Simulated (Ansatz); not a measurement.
# C8N: the cost of one run

Method: DFT PBE+D3(BJ), scalar-relativistic, plane waves, PAW, in Ansatz 0.2.0.

9 further runs of the same task are left out: 9 set aside as unsound or not needed. Runs told in other sessions of the task aren't counted.

## (1) The structure to begin with

It takes space group C2/m (No. 12, monoclinic). The conventional cell has a = 4.269 Å, b = 2.465 Å, c = 3.661 Å, α = 90.00°, β = 112.72°, γ = 90.00°. C (site symmetry m) has 3 C at 1.42 Å in its first shell of neighbours.

Cell or atoms stand a little off a more symmetric structure (R-3m at a tolerance of 0.3 Å), so results at this geometry aren't those of that ideal crystal.

Coordinates:

```cif
data_structure
_symmetry_space_group_name_H-M 'C2/m'
_symmetry_Int_Tables_number 12
_cell_length_a 4.2694
_cell_length_b 2.4649
_cell_length_c 3.6608
_cell_angle_alpha 90.000
_cell_angle_beta 112.717
_cell_angle_gamma 90.000
_cell_volume 35.54
loop_
_atom_site_label
_atom_site_type_symbol
_atom_site_symmetry_multiplicity
_atom_site_Wyckoff_symbol
_atom_site_fract_x
_atom_site_fract_y
_atom_site_fract_z
_atom_site_occupancy
C1 C 4 i 0.83337 0.00000 0.00011 1
```

It goes back to an entry of the Materials Project, which need not be the stable form.

It is the result of an earlier relaxation at this level (volume 8.88 Å³/atom; gap on the mesh: 0.69 eV).

## (4) The grid

Atoms count from 1 in the order of the input.

N2 is moved over the surface cell at a fixed height above a rigid substrate; the origin of the map has the adsorbate above C15; the height is held at 2.70 Å.

The axes are (1) position of N17 along the first surface vector, from above C15: 4 values from 0.00 to 0.75, periodic; (2) position of N17 along the second surface vector, from above C15: 4 values from 0.00 to 0.75, periodic.

Nothing else is relaxed. Points are written as (first, second).

The two vectors of the plane (Å): (2.465, 0.000, 0.000); (-0.008, 4.413, 0.000).

(The set-up runs are not shown.)

## (5) Grid point (0/4, 0/4) of the map's two axes

Input file input.yaml:

```yaml
crystal:
  lattice:
    - [4.929886713, 0.0, 0.0]
    - [-0.0081547558, 4.4132984516, 0.0]
    - [0.0, 0.0, 23.6150337471]
  atoms:
    - { symbol: C, position: [0.3745684085, 0.7405378974, 0.1693836241] }
    - { symbol: C, position: [0.8745684085, 0.7405378974, 0.1693836241] }
    - { symbol: C, position: [0.1243974091, 0.6365956441, 0.1924179608] }
    - { symbol: C, position: [0.6243974091, 0.6365956441, 0.1924179608] }
    - { symbol: C, position: [0.1240513173, 0.4291046681, 0.238549269] }
    - { symbol: C, position: [0.6240513173, 0.4291046681, 0.238549269] }
    - { symbol: C, position: [0.3738803179, 0.3251624149, 0.2615836057] }
    - { symbol: C, position: [0.8738803179, 0.3251624149, 0.2615836057] }
    - { symbol: C, position: [0.3735338584, 0.1126520408, 0.3077166148] }
    - { symbol: C, position: [0.8735338584, 0.1126520408, 0.3077166148] }
    - { symbol: C, position: [0.1233638388, 0.0072945126, 0.3296949545] }
    - { symbol: C, position: [0.6233638388, 0.0072945126, 0.3296949545] }
    - { symbol: C, position: [0.1229920122, 0.78104549, 0.3756054437] }
    - { symbol: C, position: [0.6229920122, 0.78104549, 0.3756054437] }
    - { symbol: C, position: [0.3728273188, 0.682677453, 0.3944535437] }
    - { symbol: C, position: [0.8728273188, 0.682677453, 0.3944535437] }
    - { symbol: "N", position: [0.3728273188, 0.682677453, 0.50878749] }
    - { symbol: "N", position: [0.3728273188, 0.682677453, 0.5553679867] }
basis:
  ecutwfc: 420
kpoints:
  mp_grid: { grid: [6, 6, 1] }
hamiltonian:
  xc: pbe
  pseudopotentials: { kind: paw, azcp: { folder: soft_1 } }
  dispersion: d3bj
scf:
  occupations: { method: gaussian, width: 0.05 }
output:
  forces: true
  eigenvalues: true
efield:
  axis: 3
  dipole_correction: true
  ramp_width: 0.04
```

Launch:

```bash
$ ansatz run input.yaml --threads 1 --pin off --max-ram 3072MiB --backend cpu --events-out ev --progress --plain --runs-dir out
```

Q: Estimate wall time and peak memory on 1 thread of Arm Neoverse V2, shared host.

About 79 s, with a peak of 0.74 GiB.
